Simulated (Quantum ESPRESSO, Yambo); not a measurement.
# Quasiparticle gap of ZrSe2 (1T monolayer) in Yambo, part 2 of 3

Wanted: ground state, empty states, screening and self-energy for ZrSe2 (1T monolayer).

Quantum ESPRESSO 7.5 and Yambo 5.3.0; PBE and many-body steps on it, plane waves. Known limits of the many-body steps: not at the basis limit; no spin-orbit coupling.

So far. Step 2 (Ground state): The gap is indirect, with the least direct gap 0.58 eV higher. Step 3 (Bands along the symmetry lines): The gap is 0.530 eV, −0.021 eV from the run before at this level.

## (4) Empty states on the mesh, 6×6×1 mesh, 124 bands

Level of this step: DFT, PBE, plane waves, norm-conserving pseudopotentials (Quantum ESPRESSO).

The sums over transitions need many empty states on a uniform mesh; this step solves for them.

The input, pw.in:

```
&control
  calculation = 'nscf'
  prefix = 'x'
  outdir = 'o'
  pseudo_dir = 'pseudo'
/
&system
  ibrav = 0
  nat = 3
  ntyp = 2
  ecutwfc = 104.0
  nbnd = 124
  force_symmorphic = .true.
/
&electrons
  conv_thr = 1e-9
  electron_maxstep = 80
  diago_full_acc = .true.
  diago_thr_init = 5e-6
/
ATOMIC_SPECIES
  Zr 91.224 Zr.upf
  Se 78.971 Se.upf
CELL_PARAMETERS angstrom
  3.8082320812 0.0000000002 0.0000000000
  -1.9041160408 3.2980257257 0.0000000000
  0.0000000000 0.0000000000 16.0000000000
ATOMIC_POSITIONS crystal
  Zr 0.0000000000 0.0000000000 0.5000000000
  Se 0.3333333333 0.6666666667 0.5985386352
  Se 0.6666666667 0.3333333333 0.4014613648
K_POINTS automatic
  6 6 1 0 0 0
```

Launch:

```console
$ OMP_NUM_THREADS=1 mpirun -n 8 pw.x -nk 4 -in pw.in > pw.out
```

What it wrote:

```text
[banner, memory and clock lines left out]
Program PWSCF v.7.5 starts

     Atomic positions and unit cell read from directory:
     o/x.save/

     Message from routine setup:
     using ibrav=0 with symmetry is DISCOURAGED, use correct ibrav instead

     bravais-lattice index     =            0
     lattice parameter (alat)  =       7.1965  a.u.
     unit-cell volume          =    1356.1072 (a.u.)^3
     number of atoms/cell      =            3
     number of atomic types    =            2
     number of electrons       =        60.00
     number of Kohn-Sham states=          124
     kinetic-energy cutoff     =     104.0000  Ry
     charge density cutoff     =     416.0000  Ry
     Exchange-correlation= PBE
                           (   1   4   3   4   0   0   0)

     celldm(1)=   7.196516  celldm(2)=   0.000000  celldm(3)=   0.000000
     celldm(4)=   0.000000  celldm(5)=   0.000000  celldm(6)=   0.000000

     crystal axes: (cart. coord. in units of alat)
               a(1) = (   1.000000   0.000000   0.000000 )
               a(2) = (  -0.500000   0.866025   0.000000 )
               a(3) = (   0.000000   0.000000   4.201425 )

     reciprocal axes: (cart. coord. in units 2 pi/alat)
               b(1) = (  1.000000  0.577350 -0.000000 )
               b(2) = ( -0.000000  1.154701  0.000000 )
               b(3) = (  0.000000 -0.000000  0.238015 )
     Pseudo is Norm-conserving + core correction, Zval = 12.0
     Generated using ONCVPSP code by D. R. Hamann
     Using radial grid of 1622 points,  6 beta functions with:
     Pseudo is Norm-conserving + core correction, Zval = 24.0
     Generated using ONCVPSP code by D. R. Hamann
     Using radial grid of 1214 points,  6 beta functions with:
     Zr               12.00    91.22400     Zr( 1.00)
     Se               24.00    78.97100     Se( 1.00)

     12 Sym. Ops., with inversion, found

   Cartesian axes

     site n.     atom                  positions (alat units)
         1        Zr     tau(   1) = (   0.0000000   0.0000000   2.1007123  )
         2        Se     tau(   2) = (  -0.0000000   0.5773503   2.5147150  )
         3        Se     tau(   3) = (   0.5000000   0.2886751   1.6867097  )

     number of k points=     7
                       cart. coord. in units 2pi/alat
        k(    1) = (   0.0000000   0.0000000   0.0000000), wk =   0.0555556
        k(    2) = (  -0.0000000   0.1924501   0.0000000), wk =   0.3333333
        k(    3) = (  -0.0000000   0.3849002   0.0000000), wk =   0.3333333
        k(    4) = (   0.0000000  -0.5773503   0.0000000), wk =   0.1666667
        k(    5) = (   0.1666667   0.2886751   0.0000000), wk =   0.3333333
        k(    6) = (   0.1666667   0.4811252   0.0000000), wk =   0.6666667
        k(    7) = (   0.3333333   0.5773503   0.0000000), wk =   0.1111111

     Dense  grid:   194387 G-vectors     FFT dimensions: (  48,  48, 200)

     The potential is recalculated from file :
     o/x.save/charge-density

     Starting wfcs are   36 randomized atomic wfcs +   88 random wfcs

     Band Structure Calculation

     End of band structure calculation

          k = 0.0000 0.0000 0.0000 ( 24297 PWs)   bands (ev):

  -206.9615-206.9615-146.4448-146.4448-146.4448-146.4448-146.4402-146.4402
   -49.3027 -46.6269 -46.6269 -46.6267 -46.6267 -46.6192 -46.6192 -46.6189
   -46.6189 -46.6155 -46.6154 -27.3339 -27.2309 -27.2309 -12.7085 -11.8333
    -3.8019  -2.3171  -2.3171  -0.9055   0.1713   0.1713   1.3003   1.3003
[...]
[... 4 further rows ...]
[...]
33.6857  34.3077  34.3077  34.5024

          k =-0.0000 0.1925 0.0000 ( 24348 PWs)   bands (ev):

  -206.9615-206.9615-146.4448-146.4448-146.4448-146.4448-146.4402-146.4402
[...]
[... 4 further rows ...]
[...]
34.0155  34.6425  35.0279  35.4184

          k =-0.0000 0.3849 0.0000 ( 24272 PWs)   bands (ev):

  -206.9615-206.9615-146.4448-146.4448-146.4448-146.4448-146.4402-146.4402
[...]
20.9462  20.9593  21.4858  21.6412  22.2243  22.4484  22.7003  22.8645
     [... 4 further rows ...]
    31.7019  32.4844  32.7698  32.8043  32.9897  33.6780  33.7129  33.7595
    34.0868  34.2084  34.3552  34.5406

          k = 0.0000-0.5774 0.0000 ( 24312 PWs)   bands (ev):

     [... further k-points ...]

     highest occupied, lowest unoccupied level (ev):     0.1713    0.7009

     XML data file, pseudopotentials, collected wavefunctions
```

Run time: 23 s. Hardware: 8 MPI ranks of Intel Xeon 6975P-C (Granite Rapids), shared host; peak memory 1.6 GiB; 3 min of CPU time.

This step gave:

```yaml
gap: 0.5296 eV
k_of_the_valence_top: 0, 0, 0
k_of_the_conduction_bottom: 0, -0.5, 0
least_direct_gap: 1.129 eV
k_points_computed: 7
lowest_point_of_the_top_converged_band_above_the_valence_top: 34.33 eV
```

On this mesh the gap is 0.530 eV.

## (5) Conversion and set-up

This step: Yambo 5.3.0; conversion and set-up on PBE, plane waves, norm-conserving pseudopotentials.

The states are converted to the many-body program's format and the q mesh is built.

Launch:

```console
$ (cd o/x.save; p2y > p2y.log; mv SAVE ../..); yambo > setup.log
```

What it wrote:

```text
 Yambo, version 5.3.0

 [02] CORE Variables Setup
 =========================

  [02.01] Unit cells
  ==================

  Cell kind             :  HCP
  Atoms in the cell     :  Zr  Se
  number of Zr atoms    :  1
  number of Se atoms    :  2

  List of atomic masses
  Mass of Zr    :  91.22400
  Mass of Se    :  78.97100

  List of atomic coordinates    : [cc]
  Zr1       :   0.00000   0.00000  15.11781  order 1
  Se1       : -0.61179E-09   4.1549       18.097      order 2
  Se2       :   3.59826   2.07746  12.13843  order 3

  Alat factors          :   7.19652   6.23237  30.23562 [a.u.]
  Direct lattice volume :   1356.11    [a.u.]
  Direct lattice vectors:  A[ 1 ]  A[ 2 ]  A[ 3 ]
   A[ 1 ]:   1.0000      0.60642E-10   0.0000      [iru]
    7.1965      0.37795E-09   0.0000      [cc]
   A[ 2 ]: -0.500000  1.000000  0.000000  [iru]
  -3.598258  6.232365  0.000000  [cc]
   A[ 3 ]:  0.000000  0.000000  1.000000  [iru]
    0.00000   0.00000  30.23562  [cc]

  Recip. lattice volume :  0.182913 [a.u.]
  Recip. lattice vectors:  B[ 1 ]  B[ 2 ]  B[ 3 ]
   B[ 1 ]:  1.000000  0.500000  0.000000  [iku]
   0.873087  0.504077 -0.000000  [cc]
   B[ 2 ]: -0.60642E-10   1.0000       0.0000      [iku]
  -0.52946E-10   1.0082       0.0000      [cc]
   B[ 3 ]:  0.000000  0.000000  1.000000  [iku]
   0.000000 -0.000000  0.207807  [cc]

  [02.02] Symmetries
  ==================

  Inversion symmetry    : yes
  Spatial inversion     : yes
  Inversion index       :   7
  K-space Time-reversal : no
  Magnetic symmetries   : no
  Group table correct   : yes
  Symmetries units      :  [cc]

   [S  1]:   1.0000     -0.11714E-26   0.0000      0.66830E-16   1.0000       0.0000       0.0000       0.0000       1.0000
   [S  2]:   1.0000      0.10504E-09   0.0000      0.12128E-09  -1.0000       0.0000       0.0000       0.0000      -1.0000
   [S  3]: -0.500000  0.866025  0.000000 -0.866025 -0.500000  0.000000  0.000000  0.000000  1.000000
[...]
[S 11]:  0.500000  0.866025  0.000000  0.866025 -0.500000  0.000000  0.000000  0.000000  1.000000
   [S 12]:  0.500000 -0.866025  0.000000 -0.866025 -0.500000  0.000000  0.000000  0.000000  1.000000

  [02.03] Reciprocal space
  ========================

  nG shells         :   8517
  nG charge         :  194387
  nG WFs            :  28469
  nC WFs            :  24348
  G-vecs. in first 80 shells:  [ Number ]
     1    3    5    7    9   15   27   29   41
    53   55   67   79   81   93   95  101  113
   125  137  149  151  163  175  181  193  205
[...]
787   811   823   835   837   849   861   885
  ...
  Shell energy in first 80 shells:  [ mHa ]
[...]
4137.19      4157.23      4191.95      4232.02      4334.62      4573.69      4595.28      4615.32      4633.80
    4645.38      4660.05      4740.21      4768.01      4858.19      4919.16      4939.20      5113.49      5141.99
[...]
K/Q-points units:
  rlu = crystal or reduced units; cc = cartesian coordinates; iku = interal k-units

  K [1]          [rlu]:  0.000000  0.000000  0.000000
         WF components:  24297
  K [2]          [rlu]:  0.13522E-26  0.16667       0.0000
         WF components:  24348
  K [3]          [rlu]: -0.39739E-26  0.33333       0.0000
         WF components:  24272
  K [4]          [rlu]: -0.56721E-26 -0.50000       0.0000
         WF components:  24312
  K [5]          [rlu]:  0.166667  0.166667  0.000000
         WF components:  24300
  K [6]          [rlu]:  0.166667  0.333333  0.000000
         WF components:  24254
  K [7]          [rlu]:  0.333333  0.333333  0.000000
         WF components:  24216

  [02.05] Energies & Occupations
  ==============================

  [X] === General ===
  [X] Electronic Temperature                        :  0.000000  0.000000 [eV K]
  [X] Bosonic    Temperature                        :  0.000000  0.000000 [eV K]
  [X] Finite Temperature mode                       : no
  [X] El. density                                   :  0.29858E+24 [cm-3]
  [X] Fermi Level                                   :  0.171324 [eV]

  [X] === Gaps and Widths ===
  [X] Conduction Band Min                           :  0.529598 [eV]
  [X] Valence Band Max                              :  0.000000 [eV]
  [X] Filled Bands                                  :  30
  [X] Empty Bands                                   :   31  124
  [X] Direct Gap                                    :  1.128932 [eV]
  [X] Direct Gap localized at k                     :  1
  [X] Indirect Gap                                  :  0.529598 [eV]
  [X] Indirect Gap between kpts                     :   1   4
  [X] Last valence band width                       :  1.924907 [eV]
  [X] 1st conduction band width                     :  1.311309 [eV]

  E @ K [1]:  [eV]
  -207.1328 -207.1328 -146.6161 -146.6161 -146.6161 -146.6161 -146.6115 -146.6115
[...]
occ @ K [1]
[...]
E @ K [2]:  [eV]
[...]
occ @ K [2]
[...]
E @ K [3]:  [eV]
[...]
occ @ K [3]
[...]
E @ K [4]:  [eV]
[...]
occ @ K [4]
[...]
E @ K [5]:  [eV]
[...]
occ @ K [5]
[...]
E @ K [6]:  [eV]
[...]
occ @ K [6]
[...]
E @ K [7]:  [eV]
[...]
occ @ K [7]
[...]
0.000000  0.000000  0.000000  0.000000  0.000000  0.000000  0.000000  0.000000
   0.000000  0.000000  0.000000  0.000000  0.000000  0.000000  0.000000  0.000000

 [03] Transferred momenta grid and indexing
 ==========================================

 IBZ Q-points                                      :   7
 BZ  Q-points                                      :   36

 K/Q-points units:
 rlu = crystal or reduced units; cc = cartesian coordinates; iku = interal k-units

 Q [1]          [rlu]:  0.000000  0.000000  0.000000
 Q [2]          [rlu]:  0.12861E-16  0.16667       0.0000
 Q [3]          [rlu]:  0.25723E-16  0.33333       0.0000
 Q [4]          [rlu]: -0.38584E-16 -0.50000       0.0000
 Q [5]          [rlu]:  0.166667  0.166667  0.000000
 Q [6]          [rlu]:  0.166667  0.333333  0.000000
 Q [7]          [rlu]:  0.333333  0.333333  0.000000

  [03.01] X indexes
  =================

   [03.01.01] Sigma indexes
   ========================

 [06] Game Over & Game summary
```

Elapsed: 3.4 s, on 1 MPI rank; peak memory 0.27 GiB.

(Continued in part 3 of 3.)

[Paths, hosts, dates, memory and timing lines, banners, echoed tables and standing remarks are left out of the program output.]

[Logs are printed without paths, hosts, clocks, repeated set-up lines and the standing remarks that a program may print on its own settings, such as how far it seeks lower states.]

[Runs of the session that timed out or met a known fault of the program may be left out.]

[Hosts, paths, dates, database ids (printed as entryN), source tags and the programs' standing remarks are cut or masked in the printed files.]
